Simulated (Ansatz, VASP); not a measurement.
**One calculation of CdS (Hawleyite), two programs**

```
CELL_PARAMETERS angstrom
4.12455 0.00000 0.00000
2.06228 3.57197 0.00000
2.06228 1.19066 3.36768
ATOMIC_POSITIONS crystal
Cd 0.00000 0.00000 0.00000
S 0.25000 0.25000 0.25000
```

Alike in both runs: task single point; functional PBE; k mesh 6 × 6 × 6; no spin polarisation.

|  | VASP | Ansatz |
| --- | --- | --- |
| version | VASP 6.6.1 | Ansatz 0.2.0 |
| potentials or method | VASP PAW PBE potentials, release 64 (Cd, S) | plane waves, PAW |
| plane-wave cutoff (eV) | 520 | 420 |
| occupations | gaussian, width 0.01 eV | fixed |
| valence electrons in the cell | 18 | 26 |

|  | VASP | Ansatz | Ansatz less VASP |
| --- | --- | --- | --- |
| gap on the k mesh at the Fermi level (eV) | 1.15 | 1.14 | -0.004 |
| pressure (GPa) | 3.2 | 2.9 | -0.36 |

The two sets of potentials don't hold the same shells in valence.
